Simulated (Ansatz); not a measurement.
# AlCo: the order of phases at one pressure

Which of rocksalt, CsCl, WC, NiAs, zincblende has the lowest enthalpy for AlCo at one common pressure? The runs shown use LAPW. Companion runs by PAW are cited.

Computed with Ansatz 0.2.0 (DFT, PBE, all-electron LAPW, scalar-relativistic, unless a step's input says otherwise).

### 1 The system as given

It takes space group Fm-3m (No. 225, cubic). The conventional cell has a = 4.553 Å, b = 4.553 Å, c = 4.553 Å, α = 90.00°, β = 90.00°, γ = 90.00°. Co (site symmetry m-3m) has 6 Al at 2.28 Å as nearest neighbours. Al (site symmetry m-3m) is surrounded by 6 Co at 2.28 Å.

As a file:

```cif
data_structure
_symmetry_space_group_name_H-M 'Fm-3m'
_symmetry_Int_Tables_number 225
_cell_length_a 4.5534
_cell_length_b 4.5534
_cell_length_c 4.5534
_cell_angle_alpha 90.000
_cell_angle_beta 90.000
_cell_angle_gamma 90.000
_cell_volume 94.41
loop_
_atom_site_label
_atom_site_type_symbol
_atom_site_symmetry_multiplicity
_atom_site_Wyckoff_symbol
_atom_site_fract_x
_atom_site_fract_y
_atom_site_fract_z
_atom_site_occupancy
Co1 Co 4 a 0.00000 0.00000 0.00000 1
Al1 Al 4 b 0.50000 0.00000 0.00000 1
```

The file gives the conventional cell by its symmetry; the runs use the cell typed in the input.

Atoms are numbered in the order of the input: Co1, Al2.

### 2 Rocksalt relaxed under pressure, LAPW

input.yaml

```yaml
crystal:
  lattice:
    - [0.0, 2.2766791311, 2.2766791311]
    - [2.2766791311, 0.0, 2.2766791311]
    - [2.2766791311, 2.2766791311, 0.0]
  atoms:
    - { symbol: Co, position: [0.0, 0.0, 0.0] }
    - { symbol: Al, position: [0.5, 0.5, 0.5] }
kpoints:
  mp_grid: { grid: [14, 14, 14] }
scf:
  occupations: { method: fermi_dirac, width: 0.08 }
hamiltonian:
  xc: pbe
  pseudopotentials: { kind: all_electron, lapw: { basis_error: 0.0005 } }
output:
  forces: true
  stress: true
  eigenvalues: true
relax:
  f_tol: 0.005
  max_steps: 12
  cell: { p_target: 25.0, stress_tol: 0.03 }
```

The run is started by

```
ansatz run input.yaml --threads 1 --pin off --max-ram 3584MiB --backend cpu --events-out ev --progress --plain --runs-dir out
```

After this run come: CsCl relaxed under pressure, LAPW; WC relaxed under pressure, LAPW; NiAs at the cell that PAW relaxed, LAPW; Zincblende relaxed under pressure, LAPW.

**Question.** What will these runs give? Wanted: pressure; lowest (for each run or level that gives them).

**Answer**, as computed:

| quantity | value |
| --- | --- |
| pressure | 25 GPa |
| lowest (LAPW) | CsCl, 349.5 meV/atom under WC |
| lowest (PAW) | CsCl, 350.1 meV/atom under WC |

What this shows: By LAPW the order is CsCl < WC < NiAs < rocksalt < zincblende. By PAW the order is CsCl < WC < NiAs < rocksalt < zincblende. The methods agree on the lowest phase. Only these structures were tried, with electrons smeared by 0.08 eV and without vibrations, so the true ground state may be another. The k meshes differ between phases and weren't tested, which can move differences by some meV. Spin polarisation is left out here, though a magnetic state may lie well lower.
